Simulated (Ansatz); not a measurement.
# TaN in Ansatz: the effect of target pressure

Crystal: TaN.

```
CELL_PARAMETERS angstrom
0.00000 2.21132 2.21132
2.21132 0.00000 2.21132
2.21132 2.21132 0.00000
ATOMIC_POSITIONS crystal
Ta 0.50000 0.50000 0.50000
N 0.00000 0.00000 0.00000
```

The cell comes from a database or a generator and needn't be the stable form of this composition.

Alike in all runs:

```yaml
Program: Ansatz 0.2.0
Task: relaxation of cell and atoms
Functional: PBEsol
Potentials_or_basis: all-electron LAPW, scalar-relativistic
Basis_error_allowed: 0.001 eV/atom
k_mesh: 10 × 10 × 10
Occupations: fermi-dirac, width 0.05 eV
Spin: no spin polarisation
```

Each run relaxes the cell or the atoms first.

```csv
target pressure,relaxed volume (Å³/atom)
0 GPa,10.47
5 GPa,10.33
10 GPa,10.19
20 GPa,?
30 GPa,9.74
```

Task: What does the run with target pressure 20 GPa give?

Result: Relaxed volume 9.95 Å³/atom.

Worked out: In Murnaghan's law V^(-B') rises as a straight line in P. The other rows fit best with B' = 4.5, V0 = 10.47 Å³/atom and B0 = 351 GPa, which gives 9.95 Å³/atom at 20 GPa, against the run's 9.95.
